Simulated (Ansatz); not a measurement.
**Guessed and relaxed cells of Ca6F**

Recipe of this trial structure of Ca6F: random cell by space group and Wyckoff sites (Fm-3m, No. 225). Lengths were set from tabulated atomic sizes, so they are only a guess.

start.cif

```cif
data_structure
_symmetry_space_group_name_H-M 'Fm-3m'
_symmetry_Int_Tables_number 225
_cell_length_a 8.6254
_cell_length_b 8.6254
_cell_length_c 8.6254
_cell_angle_alpha 90.000
_cell_angle_beta 90.000
_cell_angle_gamma 90.000
_cell_volume 641.71
loop_
_atom_site_label
_atom_site_type_symbol
_atom_site_symmetry_multiplicity
_atom_site_Wyckoff_symbol
_atom_site_fract_x
_atom_site_fract_y
_atom_site_fract_z
_atom_site_occupancy
Ca1 Ca 24 e 0.77333 0.00000 0.00000 1
F1 F 4 b 0.50000 0.00000 0.00000 1
```

These are results of DFT PBE, scalar-relativistic, plane waves, PAW in Ansatz, not measurements. Cutoff 420 eV, Gaussian smearing, Γ-centred meshes. Cell and atoms relax first on a coarse mesh and then on a finer one. In between, the cell is made exact in the group found at 0.06 Å. In metals the finer mesh still leaves noise of several meV/atom or more. The steps can't lower the symmetry of their start. No spin polarisation in the relaxation; trial moments died out in a coarse test.

end.cif

```cif
data_structure
_symmetry_space_group_name_H-M 'Fm-3m'
_symmetry_Int_Tables_number 225
_cell_length_a 10.5456
_cell_length_b 10.5456
_cell_length_c 10.5456
_cell_angle_alpha 90.000
_cell_angle_beta 90.000
_cell_angle_gamma 90.000
_cell_volume 1172.77
loop_
_atom_site_label
_atom_site_type_symbol
_atom_site_symmetry_multiplicity
_atom_site_Wyckoff_symbol
_atom_site_fract_x
_atom_site_fract_y
_atom_site_fract_z
_atom_site_occupancy
Ca1 Ca 24 e 0.75301 0.00000 0.00000 1
F1 F 4 b 0.50000 0.00000 0.00000 1
```

The symmetry stays Fm-3m (No. 225). The volume per atom grows by 82.8 %, from 22.9 to 41.9 Å³. The shortest distance goes from 2.36 Å (Ca–F) to 2.67 Å (Ca–F). The energy falls by about 1.1 eV/atom (the start's value is from the coarse mesh).

```
Volume per atom                          : 41.88 Å³
Density                                  : 1.47 g/cm³
Energy over the elements                 : −0.35 eV/atom
Gap on the 6×6×6 mesh of the 7-atom cell : 0 eV (a metal)
```

Energies over the elements count from the elements' standard structures at the same level (F₂ as a molecule), with no fitted energy shifts. Whether it is stable depends on the other phases of the system, which aren't compared here.

The last run used Gaussian smearing of 0.10 eV. Symmetry constrained the relaxation, so the result can be a saddle point. In all, the 3 runs took 72 s on 1 thread of Intel(R) Xeon(R) Platinum 8488C (Sapphire Rapids) (shared host).
